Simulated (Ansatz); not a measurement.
Crystal: TaN.

```xyz
4
Lattice="3.3991 0.0000 0.0000 0.0000 3.3991 0.0000 0.0000 0.0000 4.9770" Properties=species:S:1:pos:R:3 pbc="T T T"
Ta    0.0000    0.0000    0.0000
Ta    1.6996    1.6996    0.0000
N     1.6996    0.0000    1.3288
N     0.0000    1.6996    3.6481
```

The cell was built by a generator and needn't be a form met in nature.

- Program: Ansatz 0.2.0
- Task: relaxation of cell and atoms
- Functional: LDA
- Potentials or basis: Ansatz PAW
- Cutoff: 420 eV (not typed: the program's choice for these potentials)
- k mesh: 8 × 8 × 6
- Occupations: fermi-dirac, width 0.05 eV
- Spin: no spin polarisation
- Hubbard terms: Ta d U = 3 eV

At the start: volume 14.38 Å³/atom.

Where does the relaxation end?

It ends after 21 steps and the volume is 12.89 Å³/atom (-10.3 %); space group P4/mmm (No. 123, to 0.05 Å).

The path:
```csv
step,energy change (eV),largest force (eV/Å),volume (Å³)
1,0.0000,3.4455,57.50
2,-2.3036,2.7191,61.88
3,-3.7986,1.2181,65.10
4,-4.2829,1.0017,65.98
5,-4.6583,0.9884,64.86
6,-5.0240,0.9883,62.81
7,-5.4661,0.6277,60.28
8,-5.8589,0.5303,57.01
9,-6.2297,0.5177,53.65
10,-6.4146,0.5746,50.33
11,-6.4844,0.5605,50.84
12,-6.6034,0.4661,50.81
13,-6.6612,0.0460,50.45
14,-6.6636,0.0064,50.94
15,-6.6635,0.0015,51.00
16,-6.9436,0.0016,51.00
17,-6.9554,0.0008,51.60
18,-6.9555,0.0000,51.57
19,-6.9572,0.0000,51.57
20,-6.9572,0.0000,51.58
21,-6.9572,0.0000,51.58
```

Final structure:
```yaml
crystal:
  lattice:
    - [4.14483, 0.00000, 0.00000]
    - [0.00000, 4.14483, 0.00000]
    - [0.00000, 0.00000, 3.00235]
  atoms:
    - { symbol: Ta, position: [0.00000, 0.00000, 0.00000] }
    - { symbol: Ta, position: [0.50000, 0.50000, 0.00000] }
    - { symbol: N, position: [0.50000, 0.00000, 0.00000] }
    - { symbol: N, position: [0.00000, 0.50000, 0.00000] }
```

Caveat: the electronic state changed during the relaxation; the plane-wave basis is chosen anew once the cell has moved, so the energies of steps on either side of that aren't comparable; the pressure holds a Pulay correction of +0.5 GPa for the finite cutoff; U without spin polarisation on a metal has little footing; the PAW data sets come from PBE, with cores solved anew for the run's functional, which leaves a small shift of forces and pressure.
